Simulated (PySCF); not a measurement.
# How the functional moves excitation energies

Methylenecyclopropane, C4H6.
Geometry (PBE0-D3(BJ)/def2-SVP, Å), atoms numbered from 1 in this order:
```
atom  x, y, z in Å
C1     1.610   -0.488   -0.033
C2     0.344   -0.104   -0.007
C3    -1.071   -0.472   -0.025
C4    -0.628    0.987    0.060
H5     2.424    0.242    0.005
H6     1.879   -1.547   -0.093
H7    -1.511   -0.929    0.869
H8    -1.512   -0.820   -0.966
H9    -0.773    1.621   -0.822
H10   -0.765    1.511    1.012
```

Linear-response calculations in the def2-SVPD basis (PySCF; singlets by full response, triplets Tamm–Dancoff, core orbitals frozen in the response; HF means time-dependent Hartree–Fock). 'Strongest' is the level of largest summed f among the singlets computed (10 roots, of which the last may lack a degenerate partner); it can jump between rows when another state enters that window. S1 is the lowest singlet of each run and needn't be the same state throughout; f(S1) is that of one state. Geometry: PBE0-D3(BJ)/def2-SVP; no solvent, vibrations or thermal averaging.

| functional | kind | S1 (eV) | f(S1) | strongest (eV) | T1 (eV) | HOMO (eV) | gap (eV) | ionisation energy, ΔSCF (eV) |
| --- | --- | --- | --- | --- | --- | --- | --- | --- |
| LDA | LDA | 6.20 | 0.000 | 6.92 | 4.62 | -6.44 | 5.33 | 9.96 |
| PBE | GGA | 6.26 | 0.000 | 6.89 | 4.36 | -6.29 | 5.35 | 9.69 |
| B3LYP | global hybrid, 20% exact exchange | 6.52 | 0.000 | 7.06 | 4.33 | -7.20 | 7.03 | 9.71 |
| PBE0 | global hybrid, 25% exact exchange | 6.61 | 0.000 | 7.18 | 4.25 | -7.42 | 7.49 | 9.65 |
| BHandHLYP | global hybrid, 50% exact exchange | 6.92 | 0.000 | 7.28 | 4.19 | -8.40 | 9.54 | 9.47 |
| CAM-B3LYP | range-separated hybrid | 6.71 | 0.000 | 7.24 | 4.30 | -8.76 | 9.95 | 9.73 |
| wB97X-D | range-separated hybrid | 6.72 | 0.000 | 7.28 | 4.42 | -9.28 | 11.18 | 9.66 |
| LC-wPBE | range-separated hybrid | 6.87 | 0.000 | 7.45 | 4.18 | -10.18 | 12.54 | 9.75 |
| HF | Hartree–Fock | 7.43 | 0.593 | 7.43 | 3.69 | -9.87 | 12.67 | not settled |

S1 runs from 6.20 eV (LDA) to 7.43 eV (HF), a spread of 1.22 eV, while the orbital gap spreads over 7.3 eV. Along PBE (0%), B3LYP (20%), PBE0 (25%), BHandHLYP (50%), HF (100%) S1 rises with the share of exact exchange. −ε(HOMO) comes closest to its own ΔSCF ionisation energy with wB97X-D (-0.38 eV) and misses most with LDA (-3.52 eV). 'Not settled' means that the ion's SCF failed to converge or may have ended in another state than the lowest.
